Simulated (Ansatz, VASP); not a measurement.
# Si: VASP beside Ansatz

```
CELL_PARAMETERS angstrom
0.00000 2.62105 2.62105
2.62105 0.00000 2.62105
2.62105 2.62105 0.00000
ATOMIC_POSITIONS crystal
Si 0.75000 0.75000 0.75000
Si 0.50000 0.50000 0.50000
```

Alike in both runs: task single point; functional PBE; k mesh 14 × 14 × 14; occupations gaussian, width 0.05 eV; no spin polarisation.

|  | VASP | Ansatz |
| --- | --- | --- |
| version | VASP 6.6.1 | Ansatz 0.2.0 |
| potentials or method | VASP PAW PBE potentials, release 64 (Si) | scalar-relativistic, plane waves, PAW |
| plane-wave cutoff (eV) | 520 | 420 |
| valence electrons in the cell | 8 | 8 |

```tsv
	VASP	Ansatz	Ansatz less VASP
gap on the k mesh at the Fermi level (eV)	0.36	0.36	-0.002
least direct gap on the mesh (eV)	2.60	2.60	-0.006
pressure (GPa)	14.8	14.9	+0.09
```
